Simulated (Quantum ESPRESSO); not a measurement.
Set up this calculation in Quantum ESPRESSO 7.5, as the native input.

| Quantity | Value |
| --- | --- |
| Task | dielectric tensor |
| Functional | PBE |
| Potentials or basis | GBRV 1.5 PBE |
| Cutoff | 762 eV |
| Density cutoff | 6095 eV |
| k mesh | 4 × 4 × 4, shifted |
| Occupations | fermi-dirac, width 0.05 eV |
| Spin | no spin polarisation |
| Mixing beta | 0.5 |
| Most SCF iterations | 120 |
| SCF threshold | 4e-10 Ry |

The system is CuI (Marshite).

```
CELL_PARAMETERS angstrom
0.00000 3.03150 3.03150
3.03150 0.00000 3.03150
3.03150 3.03150 0.00000
ATOMIC_POSITIONS crystal
I 0.00000 0.00000 0.00000
Cu 0.75000 0.75000 0.75000
```

These files were run (other wordings do the same):

pw.in

```
&CONTROL
  calculation = 'scf'
  prefix = 'pwscf'
  outdir = './tmp'
  pseudo_dir = './pseudo'
  tprnfor = .true.
  tstress = .true.
  disk_io = 'low'
/
&SYSTEM
  ibrav = 0
  nat = 2
  ntyp = 2
  ecutwfc = 56
  ecutrho = 448
  nbnd = 20
  occupations = 'smearing'
  smearing = 'fd'
  degauss = 0.00367493
/
&ELECTRONS
  conv_thr = 4d-10
  electron_maxstep = 120
  mixing_beta = 0.5
/
ATOMIC_SPECIES
I    126.9045 i_pbe_v1.uspp.F.UPF
Cu    63.5460 cu_pbe_v1.2.uspp.F.UPF
CELL_PARAMETERS angstrom
   0.0000000000    3.0315000000    3.0315000000
   3.0315000000    0.0000000000    3.0315000000
   3.0315000000    3.0315000000    0.0000000000
ATOMIC_POSITIONS crystal
I      0.0000000000    0.0000000000    0.0000000000
Cu     0.7500000000    0.7500000000    0.7500000000
K_POINTS automatic
4 4 4 1 1 1
```

gamma.in

```
&CONTROL
  calculation = 'bands'
  prefix = 'pwscf'
  outdir = './tmp'
  pseudo_dir = './pseudo'
  disk_io = 'low'
  verbosity = 'high'
/
&SYSTEM
  ibrav = 0
  nat = 2
  ntyp = 2
  ecutwfc = 56
  ecutrho = 448
  nbnd = 20
  occupations = 'smearing'
  smearing = 'fd'
  degauss = 0.00367493
/
&ELECTRONS
  conv_thr = 1d-08
  electron_maxstep = 120
  mixing_beta = 0.5
  diago_full_acc = .true.
  startingwfc = 'random'
/
ATOMIC_SPECIES
I    126.9045 i_pbe_v1.uspp.F.UPF
Cu    63.5460 cu_pbe_v1.2.uspp.F.UPF
CELL_PARAMETERS angstrom
   0.0000000000    3.0315000000    3.0315000000
   3.0315000000    0.0000000000    3.0315000000
   3.0315000000    3.0315000000    0.0000000000
ATOMIC_POSITIONS crystal
I      0.0000000000    0.0000000000    0.0000000000
Cu     0.7500000000    0.7500000000    0.7500000000
K_POINTS crystal
1
0.0 0.0 0.0 1
```

scf2.in

```
&CONTROL
  calculation = 'scf'
  prefix = 'pwscf'
  outdir = './tmp'
  pseudo_dir = './pseudo'
  tprnfor = .true.
  tstress = .true.
  disk_io = 'low'
/
&SYSTEM
  ibrav = 0
  nat = 2
  ntyp = 2
  ecutwfc = 56
  ecutrho = 448
  nbnd = 20
  occupations = 'fixed'
/
&ELECTRONS
  conv_thr = 1d-13
  electron_maxstep = 120
  mixing_beta = 0.5
  startingpot = 'file'
/
ATOMIC_SPECIES
I    126.9045 i_pbe_v1.uspp.F.UPF
Cu    63.5460 cu_pbe_v1.2.uspp.F.UPF
CELL_PARAMETERS angstrom
   0.0000000000    3.0315000000    3.0315000000
   3.0315000000    0.0000000000    3.0315000000
   3.0315000000    3.0315000000    0.0000000000
ATOMIC_POSITIONS crystal
I      0.0000000000    0.0000000000    0.0000000000
Cu     0.7500000000    0.7500000000    0.7500000000
K_POINTS automatic
4 4 4 1 1 1
```

ph.in

```
dielectric of CuI
&INPUTPH
  prefix = 'pwscf'
  outdir = './tmp'
  tr2_ph = 1d-18
  fildyn = 'dyn'
  niter_ph = 90
  alpha_mix(1) = 0.7
  epsil = .true.
  trans = .false.
  zeu = .true.
/
0.0000000000 0.0000000000 0.0000000000
```

Potentials or basis: GBRV 1.5 PBE.

Launch:

```sh
$ OMP_NUM_THREADS=1 pw.x -in pw.in > pw.out
$ OMP_NUM_THREADS=1 pw.x -in gamma.in > gamma.out
$ OMP_NUM_THREADS=1 pw.x -in scf2.in > scf2.out
$ OMP_NUM_THREADS=1 ph.x -in ph.in > ph.out
```

It gave:

```
Pressure                                : 0.2 GPa
Electronic dielectric tensor (diagonal) : 6.45
Born charges (mean of the diagonal)     : I -1.11; Cu +1.08 e
```

Caveat: the mesh is thin for the dielectric tensor, Born charges and intensities, which usually come out too large.

Wall time 8.1 min on 1 thread of Intel(R) Xeon(R) Processor @ 2.50GHz (Skylake/Cascade Lake), with other jobs on the host, peak memory 0.26 GiB.
